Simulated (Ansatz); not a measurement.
# Is this CdF₂ structure stable?

The cell was reached from a generator's guess, though it ends in a space group that the Crystallography Open Database lists for this formula.

These are results of DFT PBE, scalar-relativistic, plane waves, PAW (Ansatz 0.2.0), not measurements. Plane waves to 420 eV, an 8×8×8 mesh through Γ for the 3-atom cell and 0.02 eV Gaussian smearing; no spin polarisation.

```
Cd F
1.0
     0.00000    2.74068    2.74068
     2.74068    0.00000    2.74068
     2.74068    2.74068    0.00000
Cd F
1 2
Direct
  0.50000 0.50000 0.50000
  0.25000 0.25000 0.25000
  0.75000 0.75000 0.75000
```

The zero of energy is the elements' standard structures at the same level (F₂ as a molecule); no fitted shifts are applied.

Question: These tests were run: energy against the elements; phonons on a 2×2×2 q mesh. What do they show?

Answer:

```csv
test,result
energy against the elements,−2.177 eV/atom
phonons on a 2×2×2 q mesh,no imaginary mode on the mesh
```

It fails none of these tests. Whether a mixture of other phases lies lower isn't tested here.

The run for the phonons used an 8×8×8 k mesh.
